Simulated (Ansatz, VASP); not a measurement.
## AlN in VASP and in Ansatz

```
Al N
1.0
     0.00000    2.18868    2.18868
     2.18868    0.00000    2.18868
     2.18868    2.18868    0.00000
Al N
1 1
Cartesian
  0.0000 0.0000 0.0000
  1.0943 1.0943 1.0943
```

Alike in both runs: functional PBEsol; k mesh 18 × 18 × 18; occupations fermi-dirac, width 0.05 eV; no spin polarisation.

Ansatz relaxed the structure, and its values are those at the end. VASP's run is a single point on that final structure, the one shown.

|  | VASP | Ansatz |
| --- | --- | --- |
| version | VASP 6.6.1 | Ansatz 0.2.0 |
| potentials or method | VASP PAW PBE potentials, release 64 (Al, N) | PAW with Ansatz's default frozen-core files, scalar-relativistic |
| plane-wave cutoff (eV) | 520 | 420 |
| valence electrons in the cell | 8 | 8 |

|  | VASP | Ansatz | Ansatz less VASP |
| --- | --- | --- | --- |
| pressure (GPa) | 0.0 | 0.0 | +0.03 |

Caveats: the PAW data sets were made with another functional, which shifts forces and pressure a little (VASP). A k mesh can miss the band edges.
